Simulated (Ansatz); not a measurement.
Co (P-3m1); volume scaled by 0.94, start moments a quarter as large.

```
Co
1.0
     2.43659    0.00000    0.00000
    -1.21829    2.11015    0.00000
     0.00000    0.00000    3.98034
Co
2
Direct
  0.66667 0.33333 0.25986
  0.33333 0.66667 0.74014
```

The reference geometry is a structure from the Materials Project; nothing is relaxed.

Settings: PBE, 15×15×8 k mesh, Fermi–Dirac smearing of 0.08 eV. PAW means Ansatz 0.2.0 on its default frozen-core files. Site moments are integrated in spheres about the atoms. Start moments (μB): Co1 0.5, Co2 0.5.

Iteration by iteration:

```csv
iteration,Harris–Foulkes energy less the last (meV),density residual (eV),M (μB),∫|m| (μB)
1,172.591,5.4e-01,1.1618,1.1817
2,284.694,9.2e-02,1.3409,1.4040
3,315.395,6.4e-03,1.5230,1.6038
4,301.462,1.1e-03,1.7061,1.8001
5,276.024,8.2e-04,1.8907,1.9972
6,250.758,1.1e-03,2.0744,2.1942
7,223.972,2.8e-03,2.2566,2.3899
8,195.895,1.9e-03,2.4323,2.5794
9,167.301,1.5e-03,2.5951,2.7564
10,137.715,4.6e-03,2.7374,2.9132
11,109.329,4.4e-03,2.8483,3.0392
12,82.898,3.9e-03,2.9290,3.1350
13,59.760,5.2e-03,2.9875,3.2073
14,36.340,6.2e-04,3.0257,3.2558
15,-21.700,1.1e-01,3.1309,3.3931
16,1.443,3.5e-03,3.1847,3.4723
17,0.054,6.2e-05,3.1741,3.4611
18,-0.010,3.5e-05,3.1782,3.4689
19,0.000,2.9e-08,3.1782,3.4690
20,0.000,7.1e-09,3.1777,3.4684
21,0.000,3.8e-10,3.1778,3.4686
```

Site moments (μB): Co1 1.66, Co2 1.66. Cell moment 3.18 μB.

The Ansatz runs typed with the search for lower states off end where their start leads. The magnetic state is the one that this cell and start allow. It needn't be the compound's measured order, which may need a larger cell or be absent.
